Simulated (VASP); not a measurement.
Input of a VASP 6.6.1 run:

The input POSCAR:

```
GaP                                     
1.0
    0.0000000000      2.7184163014      2.7184163014
    2.7184163014      0.0000000000      2.7184163014
    2.7184163014      2.7184163014      0.0000000000
  Ga              P             
     1     1
Direct
     0.0000000000000000    0.0000000000000000    0.0000000000000000
     0.2500000000000000    0.2500000000000000    0.2500000000000000
```

The input INCAR.step1:

```
SYSTEM = GaP
PREC = Accurate ; ENCUT = 500
EDIFF = 1E-8 ; ISMEAR = 0
SIGMA = 0.01 ; LREAL = .False.
LASPH = .True. ; NELM = 80
ALGO = Normal ; LWAVE = .True.
LCHARG = .False. ; GGA = PE
KPAR = 4
```

INCAR.step2

```
SYSTEM = GaP
PREC = Accurate ; ENCUT = 500
EDIFF = 1E-8 ; ISMEAR = 0
SIGMA = 0.01 ; LREAL = .False.
LASPH = .True. ; NELM = 1
ALGO = Exact ; LWAVE = .True.
LCHARG = .False. ; GGA = PE
KPAR = 4 ; NBANDS = 160
LOPTICS = .True. ; ISTART = 1
```

File INCAR.step3:

```
SYSTEM = GaP
PREC = Accurate ; ENCUT = 500
EDIFF = 1E-8 ; ISMEAR = 0
SIGMA = 0.01 ; LREAL = .False.
LASPH = .True. ; ALGO = EVGW0
LWAVE = .False. ; LCHARG = .False.
GGA = PE ; KPAR = 4
NELMGW = 4 ; NBANDS = 160
ENCUTGW = 150 ; NOMEGA = 48
PRECFOCK = Fast ; ISTART = 1
NBANDSGW = 17
```

Contents of KPOINTS:

```
regular mesh
0
Gamma
  4 4 4
  0 0 0
```

Potentials or basis: VASP PAW PBE potentials, release 64 (Ga_d_GW, P_GW).

The run is started by

```console
$ cat potpaw_PBE.64/Ga_d_GW/POTCAR potpaw_PBE.64/P_GW/POTCAR > POTCAR
$ cp INCAR.step1 INCAR
$ mpirun -np 4 vasp_std > vasp.out
$ cp INCAR.step2 INCAR
$ mpirun -np 4 vasp_std > vasp.out
$ cp INCAR.step3 INCAR
$ mpirun -np 4 vasp_std > vasp.out
```

Question: What does it give for the quasiparticle gap?

Answer: 2.22 eV.

Question: Estimate the least direct quasiparticle gap.

Answer: 2.94 eV.

Question: Predict the band gap on the k mesh, mean-field level.

Answer: 1.61 eV, indirect (least direct gap 1.88 eV).

Quasiparticle gap after each update of the energies (eV): 2.11, 2.20, 2.22, 2.22

Caveat: the k mesh is coarse (spacing up to 0.50 Å⁻¹), so the values aren't converged; bands, screening cutoff and mesh are small and nothing is extrapolated, so the quasiparticle values aren't converged. A k mesh can miss the band edges.
